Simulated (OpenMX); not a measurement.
ZrC:

```
Zr C
1.0
     0.00000    2.36500    2.36500
     2.36500    0.00000    2.36500
     2.36500    2.36500    0.00000
Zr C
1 1
Direct
  0.50000 0.50000 0.50000
  0.00000 0.00000 0.00000
```

```yaml
Program: OpenMX 3.8.5
Task: single point
Functional: PBE
Potentials_or_basis: OpenMX 2013 PBE set, Zr7.0-s3p2d2, C6.0-s2p2d1, grid cutoff 400 Ry
k_mesh: 11 × 11 × 11
Occupations: fermi-dirac, width 0.05 eV
Spin: no spin polarisation
```

On this cell: pressure -1.7 GPa; largest force zero by symmetry; band gap on the k mesh none (metal or under the smearing width).

The same run follows on a disturbed copy (atoms moved at random, drawn with an rms of 0.05 Å):

```xyz
2
Lattice="0.0000 2.3650 2.3650 2.3650 0.0000 2.3650 2.3650 2.3650 0.0000" Properties=species:S:1:pos:R:3 pbc="T T T"
Zr    2.3705    2.3569    2.3320
C     0.0399    0.0252   -0.0370
```

Problem. What does the disturbed cell give?

Solution. The energy (extrapolated to zero smearing) moves by +4.2 meV/atom; pressure -1.4 GPa; largest force 0.346 eV/Å; band gap on the k mesh none (metal or under the smearing width).

Forces in eV/Å, atoms in the order of the input:
```
Zr   0.246  0.241 -0.028
C   -0.247 -0.238  0.031
```

Caveats: the basis of atomic orbitals isn't converged, which shifts pressures, moduli and gaps.
